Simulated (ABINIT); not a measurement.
Crystal: HfB2.

```
Hf B
1.0
     3.14000    0.00000    0.00000
    -1.57000    2.71932    0.00000
     0.00000    0.00000    3.48000
Hf B
1 2
Direct
  0.00000 0.00000 0.00000
  0.66667 0.33333 0.50000
  0.33333 0.66667 0.50000
```

| Property | Result |
| --- | --- |
| Program | ABINIT 10.8.3 (patched build) |
| Task | single point |
| Functional | PBE |
| Potentials or basis | JTH PAW PBE v2.0 |
| Cutoff | 517 eV |
| k mesh | 10 × 10 × 8 |
| Occupations | fermi-dirac, width 0.05 eV |
| Spin | no spin polarisation |

On this cell: pressure 1.2 GPa; largest force under 0.003 eV/Å; band gap on the k mesh none (metal or under the smearing width).

The same run follows on a disturbed copy (atoms moved at random, drawn with an rms of 0.05 Å):

```
CELL_PARAMETERS angstrom
3.14000 0.00000 0.00000
-1.57000 2.71932 0.00000
0.00000 0.00000 3.48000
ATOMIC_POSITIONS crystal
Hf 0.00407 0.99622 0.99703
B 0.67352 0.34355 0.49131
B 0.31739 0.67513 0.48455
```

Problem. What does the disturbed cell give?

Solution. The energy (extrapolated to zero smearing) moves by +22.1 meV/atom; pressure 2.0 GPa; largest force 1.333 eV/Å; band gap on the k mesh none (metal or under the smearing width).

Forces on the atoms (eV/Å):
```
Hf  -0.682  0.526 -0.497
B   -0.586 -0.400  0.108
B    1.269 -0.126  0.388
```

Stress tensor (GPa, compression positive):
```
 2.11 -0.43  0.49
-0.43  1.64 -0.33
 0.49 -0.33  2.38
```

Caveats: the atomic spheres overlap (some runs).
